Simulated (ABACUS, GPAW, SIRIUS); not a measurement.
The equilibrium volume of Au, sorted by core time

**What was measured.** The equilibrium volume of Au (Gold) (Fm-3m) is reported as 16.95 Å³/atom at 298 K (arxiv:1805.06931). The runs below try to reproduce it.

```
CELL_PARAMETERS angstrom
0.00000 2.03500 2.03500
2.03500 0.00000 2.03500
2.03500 2.03500 0.00000
ATOMIC_POSITIONS crystal
Au 0.00000 0.00000 0.00000
```

```csv
rung,level,program and potentials,cutoff (eV),k mesh,smearing,task,core time,chip,equilibrium volume (Å³/atom),miss,notes
GGA + dispersion,BP86+D3(BJ),"GPAW, PAW data sets generated for this functional",600,11 × 11 × 11,fermi-dirac 0.05,equation of state,33 s,AMD EPYC 9R45 Zen 5,16.80,-0.9 %,-
GGA + dispersion,PBEsol+D3(BJ),"GPAW, PAW data sets generated for this functional",600,11 × 11 × 11,fermi-dirac 0.05,equation of state,35 s,AMD EPYC 9R45 Zen 5,16.73,-1.3 %,"far from this level's other runs, cause not traced"
GGA,PBE,"ABACUS, PseudoDojo NC SR 0.5 PBE standard, plane waves",1034,9 × 9 × 9,fermi-dirac 0.05,relaxation of cell and atoms,35 s,Intel Xeon 6975P-C Granite Rapids,17.92,+5.7 %,-
GGA + dispersion,RPBE+D4,"SIRIUS, PseudoDojo 0.4.1 PBE standard (scalar relativistic)",1054,8 × 8 × 8,fermi-dirac 0.05,relaxation of cell and atoms,49 s,Intel Xeon Platinum 8259CL Skylake/Cascade Lake,17.22,+1.6 %,potentials made for PBE
GGA,PBEsol,"GPAW, PAW data sets generated for this functional",600,11 × 11 × 11,fermi-dirac 0.05,equation of state,62 s,Arm Neoverse V2,17.29,+2.0 %,"far from this level's other runs, on another mesh"
GGA,PBEsol,"SIRIUS, PseudoDojo 0.4.1 PBE standard (scalar relativistic)",1054,8 × 8 × 8,fermi-dirac 0.05,eos task,81 s,Arm Neoverse V2,17.09,+0.8 %,potentials made for PBE
GGA + dispersion,PBE+D3(zero damping),"SIRIUS, all-electron FP-LAPW, apw+lo standard",-,11 × 11 × 11,fermi-dirac 0.05,equation of state,4.8 min,Arm Neoverse V1,17.22,+1.6 %,-
```

Times are single runs on shared hosts and different chips, so they are rough; meshes, cutoffs and the tasks' sizes weigh on the time. All rows: no spin polarisation. Smearing widths are in eV. For a metal such meshes aren't converged. Meshes differ between rows, which moves values too. Meshes are those of the run's cell of 1 atom unless a note names another. Relaxations start from the cell shown or near it and stop with a little pressure left. The cell shown, of 16.85 Å³ an atom, is the runs' start and not the measured value. Misses use the values as printed. Runs on faulty files, with rough fits or with known faults for this quantity aren't shown. No row holds spin-orbit coupling.

By rung: GGA + dispersion 16.73 to 17.22; GGA 17.09 to 17.92 (Å³/atom). Measured: 16.95 Å³/atom at 298 K (arxiv:1805.06931). Closest is PBEsol with SIRIUS, PseudoDojo 0.4.1 PBE standard (scalar relativistic) (+0.8 %), and PBE misses by +5.7 % on plain settings. The runs are for a static lattice, while measurements hold temperature and zero-point motion.
